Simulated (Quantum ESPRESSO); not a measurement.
Crystal: Hf.

```xyz
2
Lattice="3.1967 0.0000 0.0000 -1.5983 2.7684 0.0000 0.0000 0.0000 5.0578" Properties=species:S:1:pos:R:3 pbc="T T T"
Hf    1.5984    0.9228    3.7934
Hf    0.0000    1.8456    1.2645
```

```yaml
Program: Quantum ESPRESSO 7.5
Task: phonons
Functional: LDA
Potentials_or_basis: PseudoDojo 0.4.1 SR LDA standard
Cutoff: 789 eV
Density_cutoff: 3157 eV
k_mesh: 8 × 8 × 4
Occupations: cold, width 0.2 eV
Spin: no spin polarisation
Form_of_the_LDA_correlation: PW92
Mixing_beta: 0.5
Most_SCF_iterations: 120
SCF_threshold: 4e-10 Ry
```

The cell and the atoms were relaxed first, to 20.60 Å³/atom (a = 3.111 Å, b = 3.111 Å, c = 4.916 Å, α = 90.00°, β = 90.00°, γ = 120.00°), and the response was taken there.

At Γ the optical frequencies are 69 69 137 cm⁻¹, at a pressure of 0.0 GPa.

Q: How do the modes respond when the cell is scaled evenly, at fixed shape?

A: The highest mode has a Grüneisen parameter of 2.18. 2 of the listed modes soften on compression, the most with -1.23. Real pressure also changes the shape of this cell, most of all in layered crystals, so these aren't the shifts under hydrostatic load.

Frequencies at 99 % and 101 % of the volume (pressures 1.3 and -1.2 GPa), ions relaxed:
```csv
mode,99 % (cm⁻¹),101 % (cm⁻¹),Grüneisen parameter
4,67.8,69.5,-1.23
5,67.8,69.5,-1.23
6,139.3,133.4,2.18
```

Modes are matched by their order; those that don't vary smoothly over the three volumes are left out.

Caveat: the mesh is thin for the phonons of a metal.
